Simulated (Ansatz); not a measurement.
# TiC (Fm-3m)

These are results of DFT PBEsol, scalar-relativistic, plane waves, PAW (Ansatz 0.2.0), not measurements.

Settings: cutoff 420 eV, Γ-centred mesh 16×16×16 on the computed 2-atom cell, Gaussian smearing of 0.10 eV; no spin polarisation.

The structure is relaxed at this level of theory with its symmetry kept.

```cif
data_structure
_symmetry_space_group_name_H-M 'P 1'
_symmetry_Int_Tables_number 1
_cell_length_a 3.0359
_cell_length_b 3.0359
_cell_length_c 3.0359
_cell_angle_alpha 60.000
_cell_angle_beta 60.000
_cell_angle_gamma 60.000
_cell_volume 19.78
loop_
_atom_site_label
_atom_site_type_symbol
_atom_site_fract_x
_atom_site_fract_y
_atom_site_fract_z
_atom_site_occupancy
Ti1 Ti 0.00000 0.00000 0.00000 1
C1 C 0.50000 0.50000 0.50000 1
```

| Item | Value |
| --- | --- |
| Space group | Fm-3m (No. 225) |
| Volume per atom | 66.8 bohr³ |
| Formation energy from the elements' standard states (uncorrected) | -0.915 eV/atom |
| Kohn–Sham band gap | none (metal) |
| Density of states at the Fermi level | 0.26 states/eV per cell |
| Löwdin character within 0.5 eV of the Fermi level | Ti 3d 49 %, C 2p 48 % |
| Bulk modulus | 267 GPa |
| Its pressure derivative | 4.0 |
| Bader charges (e) | Ti (1 in the cell) 1.65, C (1 in the cell) -1.65 |